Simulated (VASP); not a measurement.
VASP 6.6.1 run: LiH

INCAR

```
LREAL = .TRUE.
ISIF = 2
NSW = 0
SIGMA = 0.01
LCHARG = .FALSE.
PREC = Accurate
ENCUT = 520
IBRION = -1
EDIFF = 1E-7
NBANDS = 9
LWAVE = .FALSE.
ALGO = Normal
ISMEAR = 0
METAGGA = SCAN
LASPH = .TRUE.
NELM = 120
```

KPOINTS

```
KPOINTS created by Atomic Simulation Environment
0
Gamma
10 10 10
0 0 0
```

POSCAR

```
Li H
 1.0000000000000000
     0.0000000000000000    2.0029948411000000    2.0130098152999998
     2.0029948411000000    0.0000000000000000    2.0130098152999998
     2.0029948411000000    2.0029948411000000    0.0000000000000000
 Li  H
   1   1
Cartesian
  0.0000000000000000  0.0000000000000000  0.0000000000000000
  2.0029948411000000  2.0029948411000000  2.0130098152999998
```

The recommended PBE PAW datasets give the neutral cell 4 valence electrons.

Command

```
mpirun -np 1 vasp_std
```

OSZICAR

```
N       E                     dE             d eps       ncg     rms          rms(c)
DAV:   1    -0.226169490191E+01   -0.22617E+01   -0.15287E+03  1860   0.419E+02
DAV:   2    -0.736887934866E+01   -0.51072E+01   -0.50693E+01  2629   0.581E+01
DAV:   3    -0.743275103698E+01   -0.63872E-01   -0.63848E-01  2201   0.564E+00
DAV:   4    -0.743313188309E+01   -0.38085E-03   -0.38075E-03  2710   0.351E-01
DAV:   5    -0.743313342029E+01   -0.15372E-05   -0.15372E-05  2251   0.130E-02    0.270E+00
DAV:   6    -0.691654131485E+01    0.51659E+00   -0.15800E-01  2382   0.264E+00    0.161E+00
DAV:   7    -0.685021466557E+01    0.66327E-01   -0.20673E-01  1849   0.211E+00    0.311E-01
DAV:   8    -0.685031241198E+01   -0.97746E-04   -0.75583E-03  2163   0.625E-01    0.126E-01
DAV:   9    -0.685111448527E+01   -0.80207E-03   -0.12579E-03  2269   0.252E-01    0.190E-02
DAV:  10    -0.685110818077E+01    0.63045E-05   -0.35429E-05  2061   0.427E-02    0.277E-03
DAV:  11    -0.685109799927E+01    0.10182E-04   -0.18758E-06  2477   0.114E-02    0.633E-04
DAV:  12    -0.685109710021E+01    0.89906E-06   -0.46996E-08  2197   0.112E-03    0.137E-04
DAV:  13    -0.685109746704E+01   -0.36683E-06   -0.18394E-09  1234   0.387E-04    0.403E-05
DAV:  14    -0.685109755221E+01   -0.85167E-07   -0.30274E-10  1177   0.137E-04
   1 F= -.68510976E+01 E0= -.68510976E+01  d E =-.277293-162
```

From OUTCAR

```
k-points           NKPTS =    102   k-points in BZ     NKDIM =    102   number of bands    NBANDS=      9

   NELECT =       4.0000    total number of electrons

   dimension x,y,z NGX =    24 NGY =   24 NGZ =   24
   dimension x,y,z NGXF=    48 NGYF=   48 NGZF=   48

  energy-cutoff  :      520.00
  volume of cell :       16.15
      direct lattice vectors                 reciprocal lattice vectors
     0.000000000  2.002994841  2.013009815    -0.249626205  0.249626205  0.248384283
     2.002994841  0.000000000  2.013009815     0.249626205 -0.249626205  0.248384283
     2.002994841  2.002994841  0.000000000     0.249626205  0.249626205 -0.248384283

 k-points in reciprocal lattice and weights: KPOINTS created by Atomic Simulation Env
   0.00000000  0.00000000  0.00000000       0.001
   0.10000000  0.00000000  0.00000000       0.008
   0.20000000  0.00000000  0.00000000       0.008
   0.30000000 -0.00000000  0.00000000       0.008
   0.40000000  0.00000000  0.00000000       0.008
   0.50000000  0.00000000  0.00000000       0.004
   0.10000000  0.10000000  0.00000000       0.002
   0.20000000  0.10000000  0.00000000       0.008
   ...

 E-fermi :  -0.0182

 k-point     1 :       0.0000    0.0000    0.0000
  band No.  band energies     occupation
      1     -45.9142      2.00000
      2      -5.6593      2.00000
      3      17.3089      0.00000
      4      19.0575      0.00000
      5      19.0581      0.00000
      6      19.1099      0.00000
      7      23.4840      0.00000
      8      23.5144      0.00000
      9      23.5145      0.00000

 k-point     2 :       0.1000    0.0000    0.0000
  band No.  band energies     occupation
      1     -45.9101      2.00000
      2      -5.4793      2.00000
      3      15.5562      0.00000
      4      18.0636      0.00000
      5      18.6202      0.00000
      6      18.6312      0.00000
      7      23.2850      0.00000
      8      24.4746      0.00000
      9      24.4774      0.00000

 k-point     3 :       0.2000    0.0000    0.0000
  band No.  band energies     occupation
      1     -45.8991      2.00000
      2      -4.9545      2.00000
      3      12.0535      0.00000
      4      16.7378      0.00000
      5      17.9372      0.00000
      6      17.9605      0.00000
      7      24.1585      0.00000
      8      24.3332      0.00000
      9      24.3507      0.00000

 k-point     4 :       0.3000   -0.0000    0.0000
  band No.  band energies     occupation
      1     -45.8853      2.00000
      2      -4.1508      2.00000
      3       8.7756      0.00000
      4      15.6215      0.00000
      5      17.5598      0.00000
      6      17.6146      0.00000
      7      21.8881      0.00000
      8      22.0488      0.00000
      9      26.0079      0.00000

 k-point     5 :       0.4000    0.0000    0.0000
  band No.  band energies     occupation
      1     -45.8742      2.00000
      2      -3.2796      2.00000
      3       6.3557      0.00000
      4      14.8932      0.00000
      5      17.5948      0.00000
      6      17.6788      0.00000
      7      20.1987      0.00000
      8      20.3324      0.00000
      9      27.9401      0.00000

 ...

  Total       -0.3249172     -0.3249172     -0.3535180      0.0000000      0.0000000     -0.0000000
  in kB      -32.2290719    -32.2290719    -35.0660293      0.0000000      0.0000000     -0.0000000
  external PRESSURE =     -33.1747244 kB  Pullay stress =       0.0000000 kB

 POSITION                                       TOTAL-FORCE (eV/Angst)
 -----------------------------------------------------------------------------------
      0.00000      0.00000      0.00000         0.000000     -0.000000     -0.000000
      2.00299      2.00299      2.01301        -0.000000      0.000000      0.000000
 -----------------------------------------------------------------------------------
    total drift:                                0.000000     -0.000000     -0.000000

  FREE ENERGIE OF THE ION-ELECTRON SYSTEM (eV)
  ---------------------------------------------------
  free  energy   TOTEN  =        -6.8510975522 eV

  energy  without entropy=       -6.8510975522  energy(sigma->0) =       -6.85109755
```

It converged. Results: gap between bands v and c on the k mesh 3.50 eV; least direct gap on the k mesh 3.54 eV; pressure -3.3 GPa. Band v is the last that the valence electrons fill when counted band by band, and c is the next.

For comparison, a separate r²SCAN run of the intended cell, on usual settings and not on those above, gives a gap of 3.53 eV on its mesh and a pressure of -0.7 GPa.

The run above took about 47 s on one core of a shared host (Intel Xeon Platinum 8488C) and held 0.14 GiB at most.
